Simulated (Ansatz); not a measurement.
# What strain does to BaS (zincblende)

Zincblende BaS, relaxed with r2SCAN in the PAW code Ansatz. The symmetry is F-43m (No. 216, cubic); a = 7.039 Å in the conventional setting, 43.59 Å³ an atom. Ba is surrounded by 4 S at 3.05 Å; S is surrounded by 4 Ba at 3.05 Å.

The axes x, y and z are those of this cell:
```yaml
crystal:
  lattice:
    - [0.00000, 3.51941, 3.51941]
    - [3.51941, 0.00000, 3.51941]
    - [3.51941, 3.51941, 0.00000]
  atoms:
    - { symbol: Ba, position: [0.00000, 0.00000, 0.00000] }
    - { symbol: S, position: [0.25000, 0.25000, 0.25000] }
```

Unstrained: The PBE gap is indirect, 2.747 eV (W to Γ), below the direct gap of 3.419 eV at Γ. The r2SCAN gap is indirect, 3.068 eV (W to Γ), below the direct gap of 3.698 eV at W. HSE06 gives an indirect gap of 3.641 eV, from W to Γ; the least direct gap is 4.350 eV at Γ. Meshes: PBE 6×6×6, r2SCAN 6×6×6, HSE06 4×4×4. Strains are changes of length per length. After each strain the atoms were relaxed again with r2SCAN within the symmetry that the strain leaves, so tilts or polar shifts that break it weren't tested; points keep the names that they have in the unstrained zone. The calculation is spin-unpolarised, and the structure need not be a phase that has been made.

Changes of the least gap in eV (an overlap counts as a negative gap):

| strain | volume change (%) | space group | PBE | r2SCAN | HSE06 | energy rise, r2SCAN (meV/atom) |
| --- | --- | --- | --- | --- | --- | --- |
| uniaxial -5.2 % along x | -5.2 | I-4m2 | – | – | +0.040 | – |
| epitaxial +5.64 % in the plane normal to [111], free normal strain -9.02 % | +1.5 | R3m | -0.098 | -0.076 | -0.103 | 25.8 |
| isotropic +2.56 % on every length | +7.9 | F-43m | -0.116 | -0.114 | -0.130 | 21.7 |

Uniaxial -5.2 % along x, other directions held. HSE06: the gap goes from 3.641 to 3.681 eV (+0.040 eV).

Epitaxial +5.64 % in the plane normal to [111], free normal strain -9.02 %. HSE06: the gap goes from 3.641 to 3.538 eV (-0.103 eV). Stress change with r2SCAN, compression positive: xx -1.06, yy -1.06, zz -1.06, xy +0.54, xz +0.54, yz +0.54 GPa.

Isotropic +2.56 % on every length. HSE06: the gap goes from 3.641 to 3.511 eV (-0.130 eV). Stress change with r2SCAN, compression positive: xx -1.88, yy -1.88, zz -1.88 GPa. For HSE06, dE_g/d ln V = -1.7 eV over this step.

Spin-orbit coupling is left out.

The meshes of the hybrids are coarse, so their gaps aren't converged to the digits shown.
